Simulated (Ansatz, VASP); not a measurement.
Al in VASP and in Ansatz

```
CELL_PARAMETERS angstrom
0.00000 1.99634 1.99634
1.99634 0.00000 1.99634
1.99634 1.99634 0.00000
ATOMIC_POSITIONS crystal
Al 0.00000 0.00000 0.00000
```

Alike in both runs: functional r2SCAN; k mesh 18 × 18 × 18; occupations gaussian, width 0.1 eV; no spin polarisation.

Ansatz relaxed the structure, and its values are those at the end. VASP's run is a single point on that final structure, the one shown.

```csv
,VASP,Ansatz
version,VASP 6.6.1,Ansatz 0.2.0
potentials or method,"VASP PAW PBE potentials, release 64 (Al)","scalar-relativistic, plane waves, PAW"
plane-wave cutoff (eV),520,500
valence electrons in the cell,3,3
```

|  | VASP | Ansatz | Ansatz less VASP |
| --- | --- | --- | --- |
| gap on the k mesh at the Fermi level (eV) | none | none | - |
| pressure (GPa) | -0.4 | 0.0 | +0.33 |

A gap of «none» marks a metal or a gap that the smearing closes.

Caveats: the PAW data sets were made with another functional, which shifts forces and pressure a little (VASP).
